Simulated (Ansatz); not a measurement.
# Cu/BN/Zn: predicting the conductance of a thicker barrier

How it was computed: Ansatz 0.2.0, plane waves with PAW datasets, PBE. Interfaces are relaxed in a short slab (with D3(BJ) where the barrier is layered), set between ideal electrode layers that go on as semi-infinite leads, and the zero-bias conductance G at 300 K comes from T(E) on a typed mesh. The error is the largest of the program's estimates from energy step, mesh, the leads' potential steps and neutrality; its separate bound for narrow resonances between the energies solved isn't counted and can be far larger. The lower electrode is Cu (fcc 111), the upper Zn (hcp 0001) and the barrier BN (zinc blende 111), on a net of side 2.567 Å; d is the distance between the electrodes' last planes.

Runs in hand:

| planes in the barrier | d (Å) | G (S/m²) | error (%) | lead step (meV) |
| --- | --- | --- | --- | --- |
| 4 | 6.81 | 1.41e14 | 11 | 36 |
| 6 | 8.92 | 4.31e13 | 14 | 41 |
| 8 | 11.03 | 1.37e13 | 17 | 42 |
| 10 | 13.15 | 4.28e12 | 20 | 43 |

Task: A further run has 12 planes, d = 15.26 Å. Fit G ∝ exp(−βd) to the rows shown and predict its conductance.

**Worked fit.** Take y = ln G: 32.58, 31.40, 30.25 and 29.08. The means are d = 9.98 Å and y = 30.83; Σ(Δd Δy) = −12.30 and Σ(Δd)² = 22.32, so the slope is −0.551 Å⁻¹ (β = 0.551 Å⁻¹). At d = 15.26 Å, y = 30.83 − 0.551 × 5.28 = 27.92, or G = 1.33e12 S/m².

What the calculation gave: The run gave 1.35e12 S/m², with an error estimate of 25 % and a lead step of 43 meV. The prediction is 0.986 times that, a miss under 10 %.

**Limits.** The interfaces are ideal, one cell wide, strained to a common net and relaxed from one registry with their symmetry kept. PBE's gaps are too small, so true decay constants are likely larger where the Fermi level lies deep in a gap. No spin-orbit coupling, phonons, disorder or image charges enter. The rows shown are chosen by tests on error estimates (under 100 to 120 %), lead steps (under 150 meV, though the program warns over 25), intact interfaces and, for fits, a steady trend in the rows shown; the data set holds 414 series of this kind, and not all pass.
